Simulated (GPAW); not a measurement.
# FeO (Wuestite) (R-3m) in GPAW: single point with LDA

Aim: the single point of FeO (Wuestite) with LDA.

Program: GPAW 26.7.0. These are calculated values, not measurements. Logs are shortened: lines on timing, memory, paths and dates and some standing lists are left out, and cuts for length are marked. The log counts tension as positive stress, the text compression.

### 1 The crystal as given

It takes space group R-3m (No. 166, trigonal). Conventional cell: a = 3.038 Å, b = 3.038 Å, c = 7.559 Å, α = 90.00°, β = 90.00°, γ = 120.00°. Fe (site symmetry -3m) has 6 O at 2.16 Å as nearest neighbours. Around O (site symmetry -3m) lie 6 Fe at 2.16 Å.

### 2 Single point, LDA, collinear spin, ferromagnetic start

run.py reads:

```python
from ase.dft.bandgap import bandgap
from ase.io import read, write
from ase.units import GPa
from gpaw import GPAW, PW

atoms = read('FeO.cif')
atoms.set_initial_magnetic_moments([3.0, 0.0])

calc = GPAW(mode=PW(600),
            xc='LDA',
            kpts={'size': (9, 9, 9), 'gamma': True},
            occupations={'name': 'fermi-dirac', 'width': 0.05},
            nbands=17,
            convergence={'density': 1e-05, 'energy': 1e-05},
            maxiter=80,
            txt='gpaw.txt')
atoms.calc = calc
energy = atoms.get_potential_energy()
forces = atoms.get_forces()
stress = atoms.get_stress()
calc.write('gs.gpw')
write('result.traj', atoms)
print(f'Energy: {energy:.6f} eV')
print('Forces (eV/A):')
print(forces.round(4))
print('Stress (GPa):', (stress / GPa).round(3))
print('Moments:', calc.get_magnetic_moments().round(3))
print('Fermi level:', round(calc.get_fermi_level(), 4), 'eV')
print(f'Gap: {bandgap(calc)[0]:.4f} eV, direct: {bandgap(calc, direct=True)[0]:.4f} eV')
```

FeO.cif reads:

```cif
data_FeO
_cell_length_a 3.06985759
_cell_length_b 3.06985759
_cell_length_c 3.06985759
_cell_angle_alpha 59.30691343
_cell_angle_beta 59.30691343
_cell_angle_gamma 59.30691343
_space_group_name_H-M_alt 'P1'
_space_group_name_Hall 'P 1'
_space_group_IT_number 1
loop_
_space_group_symop_operation_xyz
'x,y,z'
loop_
_atom_site_label
_atom_site_type_symbol
_atom_site_symmetry_multiplicity
_atom_site_Wyckoff_symbol
_atom_site_fract_x
_atom_site_fract_y
_atom_site_fract_z
_atom_site_occupancy
Fe1 Fe 1 a 0.0000000000 0.0000000000 0.0000000000 1
O1 O 1 a 0.5000000000 0.5000000000 0.5000000000 1
```

Potentials or basis: the program's PAW data sets (release 1.2.1) made for this functional, pw.

Launch:

```sh
$ OMP_NUM_THREADS=1 python run.py
```

gpaw.txt:

```text
__  _  _
 | _ |_)|_||  |
 |__||  | ||/\| - 26.7.0

Input parameters:
  mode=PW(ecut=600.0),
  convergence={'density': 1e-05, 'energy': 1e-05},
  kpts=MonkhorstPack(size=(9, 9, 9), gamma=True),
  maxiter=80,
  nbands=17,
  occupations=Occupations(name='fermi-dirac', width=0.05),
  xc=XC(name='LDA')

Diagonalizing LCAO Hamiltonian
Converting LCAO to pw mode

                O

       Fe

Atoms  # Å, Bohr magnetons
|   | symbol |        x |        y |        z |    initial magnetic moments |
|---|--------|----------|----------|----------|-----------------------------|
| 0 |     Fe | 0.000000 | 0.000000 | 0.000000 | ( 0.0000,  0.0000,  3.0000) |
| 1 |      O | 3.101904 | 1.765957 | 1.242253 | ( 0.0000,  0.0000,  0.0000) |

Unit cell  # Å
| periodic |        x |        y |        z |  lengths |    angles |
|----------|----------|----------|----------|----------|-----------|
|      yes | 3.069858 | 0.000000 | 0.000000 | 3.069858 | 59.306913 |
|      yes | 1.566976 | 2.639813 | 0.000000 | 3.069858 | 59.306913 |
|      yes | 1.566976 | 0.892101 | 2.484506 | 3.069858 | 59.306913 |

Number of symmetries: 12
Symmetry operations  # r_c * U_cc + t_c -> r_c
|    | kind |            matrix            |
|----|------|------------------------------|
|  0 |  E   |  1, 0, 0,  0, 1, 0,  0, 0, 1 |
|  1 |  σ   |  1, 0, 0,  0, 0, 1,  0, 1, 0 |
|  2 |  σ   |  0, 1, 0,  1, 0, 0,  0, 0, 1 |
|  3 |  C3  |  0, 1, 0,  0, 0, 1,  1, 0, 0 |
|  4 |  C3  |  0, 0, 1,  1, 0, 0,  0, 1, 0 |
|  5 |  σ   |  0, 0, 1,  0, 1, 0,  1, 0, 0 |
|  6 |  C2  |  0, 0,-1,  0,-1, 0, -1, 0, 0 |
|  7 |  S6  |  0, 0,-1, -1, 0, 0,  0,-1, 0 |
|  8 |  S6  |  0,-1, 0,  0, 0,-1, -1, 0, 0 |
|  9 |  C2  |  0,-1, 0, -1, 0, 0,  0, 0,-1 |
| 10 |  C2  | -1, 0, 0,  0, 0,-1,  0,-1, 0 |
| 11 |  i   | -1, 0, 0,  0,-1, 0,  0, 0,-1 |

BZ-sampling:
  Number of BZ points: 729
  Number of IBZ points: 85

  Monkhorst-Pack size: [9, 9, 9]
  Monkhorst-Pack shift: [0, 0, 0]

K-points  # in reciprocal-cell coordinates
|     |                                coordinates |     weight |
|-----|--------------------------------------------|------------|
|   0 | (  0.00000000,   0.00000000,   0.00000000) | 0.00137174 |
|   1 | (  0.11111111,   0.00000000,  -0.11111111) | 0.00823045 |
|   2 | (  0.11111111,   0.00000000,   0.00000000) | 0.00823045 |
|   3 | (  0.11111111,   0.11111111,  -0.11111111) | 0.00823045 |
|   4 | (  0.11111111,   0.11111111,   0.00000000) | 0.00823045 |
|   5 | (  0.11111111,   0.11111111,   0.11111111) | 0.00274348 |
|   6 | (  0.22222222,  -0.11111111,  -0.11111111) | 0.00823045 |
|   7 | (  0.22222222,   0.00000000,  -0.22222222) | 0.00823045 |
|   8 | (  0.22222222,   0.00000000,  -0.11111111) | 0.01646091 |
|   9 | (  0.22222222,   0.00000000,   0.00000000) | 0.00823045 |
| ... |                                            |            |
|  84 | (  0.44444444,   0.44444444,   0.44444444) | 0.00274348 |

Plane wave coefficients: 683
Cutoff: 600.0 eV

Spin-components: 2 (collinear spins)
Bands:           17
Projectors:      11
Spin-degeneracy: 1
Datatype:        complex128

Density:
  Valence electrons: 14.0
  Components: 2
  Grid points: [18 18 18]
  Charge: 0.0  # |e|

Potential:
  Grid points: [18 18 18]

species:
  Fe:
    name:    Iron
    Z:       26.0
    valence: 8
    core:    18
    charge:  0.0  # [|e|]
    compensation charges:
      type: gauss
      rc: 0.33  # [Å]
      lmax: 2
    cutoffs:
      filter: 2.06  # [Å]
      core: 2.67  # [Å]
    projectors
    | kind |    occ | energy [eV] | rcut [Å] |
    |------|--------|-------------|----------|
    |   4s |  2.000 |      -5.481 |    1.164 |
    |   4p |  0.000 |      -1.431 |    1.058 |
    |   3d |  6.000 |      -7.753 |    1.058 |
    |    s |        |      21.730 |    1.164 |
    |    p |        |      25.780 |    1.058 |
    |    d |        |      19.459 |    1.058 |

    Using partial waves for Fe as LCAO basis

  O:
    name:    Oxygen
    Z:       8.0
    valence: 6
    core:    2
    charge:  0.0  # [|e|]
    compensation charges:
      type: gauss
      rc: 0.21  # [Å]
      lmax: 2
    cutoffs:
      filter: 1.17  # [Å]
      core: 0.83  # [Å]
    projectors
    | kind |    occ | energy [eV] | rcut [Å] |
    |------|--------|-------------|----------|
    |   2s |  2.000 |     -23.752 |    0.688 |
    |   2p |  4.000 |      -9.195 |    0.598 |
    |    s |        |       3.459 |    0.688 |
    |    p |        |      18.016 |    0.598 |
    |    d |        |       0.000 |    0.619 |

    Using partial waves for O as LCAO basis

Reference energy: -36585.847439  # eV

eigensolver:
  PPCG
  Converge bands: occupied
  niter=2

density mixing:
  MSR1-Mixer
  Pratt-step length: 0.05
  Maximum mixing coefficient: 0.75
  Old densities: 10
  SVD Regularization: 0.005
  Good broyden scale: 1.0
  Trust region scale: 1.0
  Backstep threshold: 4.0
  History deletion threshold: 6.0
  Fourier metric: weight=20.0, sigma=0.015

occupation numbers:
  Fermi-Dirac:
    width: 0.0500  # eV

poisson solver:
  ecut: 4800.0  # eV

xc functional:
  name: None

convergence criteria:
- Maximum integral of absolute [dens]ity change: 1e-05 electrons / valence electron
- Maximum [total energy] change in last 3 cyles: 1e-05 eV / valence electron
- Maximum integral of absolute [eigenst]ate change: 4e-08 eV^2 / valence electron
maximum number of iterations: 80

SCF iterations
|iter     | |      energy | eigst |  dens |  magmom |
|---------|-|-------------|-------|-------|---------|
|iter:   1| |  -17.929748 | -0.05 |       |  +3.0021|
|iter:   2| |  -17.733464 | -1.70 | -0.74 |  +3.0515|
|iter:   3| |  -17.419804 | -1.81 | -0.79 |  +3.5081|
|iter:   4| |  -17.461247 | -2.99 | -1.26 |  +3.7532|
|iter:   5| |  -17.474813 | -2.27 | -1.53 |  +3.9873|
|iter:   6| |  -17.473788 | -3.63 | -2.16 |  +4.0129|
|iter:   7| |  -17.473677 | -5.15 | -2.47 |  +3.9908|
|iter:   8| |  -17.473745c| -5.46 | -2.83 |  +4.0010|
|iter:   9| |  -17.473747c| -6.84 | -3.55 |  +3.9999|
|iter:  10| |  -17.473747c| -7.92c| -4.01 |  +3.9995|
|iter:  11| |  -17.473748c| -8.57c| -4.87 |  +3.9996|
|iter:  12| |  -17.473748c| -8.93c| -5.35c|  +3.9996|

Converged in 12 steps
Energy contributions relative to reference atoms: (reference = -36585.847439)

Energy contributions:
  Kinetic:          21.808507
  Coulomb:         -19.187990
  Zero:              0.159604
  External:          0.000000
  Xc:              -20.248428
  Entropy:          -0.010880
  Spinorbit:         0.000000
  ----------------------------
  Free energy:     -17.479188
  Extrapolated:    -17.473748

dipole moment: (-15.012393, -8.546763, -6.012174)  # |e|*Ang

Total magnetic moment: (0.000000, 0.000000, 3.999602)

Local magnetic moments
|        x |        y |        z |
|----------|----------|----------|
| 0.000000 | 0.000000 | 3.507998 |  # Fe   0
| 0.000000 | 0.000000 | 0.244555 |  # O    1

Fermi level: 8.685
Eigenvalues  # (at kpt = [0.000, 0.000, 0.000])
| band index |      eig [eV] | occ [0-1] |      eig [eV] | occ [0-1] |
|------------|---------------|-----------|---------------|-----------|
|          0 |       -11.782 |     1.000 |       -11.197 |     1.000 |
|          1 |         4.777 |     1.000 |         5.393 |     1.000 |
|          2 |         4.881 |     1.000 |         5.499 |     1.000 |
|          3 |         4.881 |     1.000 |         5.499 |     1.000 |
|          4 |         4.942 |     1.000 |         7.907 |     1.000 |
|          5 |         5.009 |     1.000 |         7.997 |     1.000 |
[... 9 lines left out ...]
|         15 |        25.645 |     0.000 |        26.755 |     0.000 |
|         16 |        25.645 |     0.000 |        26.755 |     0.000 |

No gap
No difference between direct/indirect transitions

Forces  # eV/Ang
|        x |        y |       z |
|----------|----------|---------|
|  0.00000 |  0.00000 | 0.00000 |  # Fe   0
| -0.00000 | -0.00000 | 0.00000 |  # O    1

Stress tensor  # eV/Ang^3
|        x |        y |        z |
|----------|----------|----------|
| 0.131023 | 0.002811 | 0.001978 |
| 0.002811 | 0.127686 | 0.001126 |
| 0.001978 | 0.001126 | 0.126877 |

# Writing to gs.gpw (mode='')
```

stdout:

```text
Energy: -17.473748 eV
Forces (eV/A):
[[ 0.  0.  0.]
 [-0. -0.  0.]]
Stress (GPa): [20.992 20.457 20.328  0.18   0.317  0.45 ]
Moments: [3.508 0.245]
Fermi level: 8.6849 eV
Gap: 0.0000 eV, direct: 0.0000 eV
```

Wall time 28 s (1 thread of Intel Xeon 6975P-C (Granite Rapids), shared host); peak memory 0.18 GiB.

What came out:

```yaml
Free_energy: -17.4792 eV
Pressure: -20.6 GPa
Band_gap_on_the_k_mesh: none (metal or under the smearing width)
Net_moment: 4.00 μB per cell
Site_moments: Fe +3.51; O +0.24 μB
```

Stress tensor (GPa, compression positive):
```
-20.99  -0.45  -0.32
 -0.45 -20.46  -0.18
 -0.32  -0.18 -20.33
```

Caveat: the cutoff is short for stress and forces, so pressures can be off by a GPa or more; so large a pressure means that the cell lies far from this level's equilibrium, or that cutoff or potentials fall short; a cell with one magnetic atom can't hold antiferromagnetic order, which such compounds often take; semilocal functionals often make such compounds metallic where correlation or magnetic order opens a gap, which also shifts bond lengths.
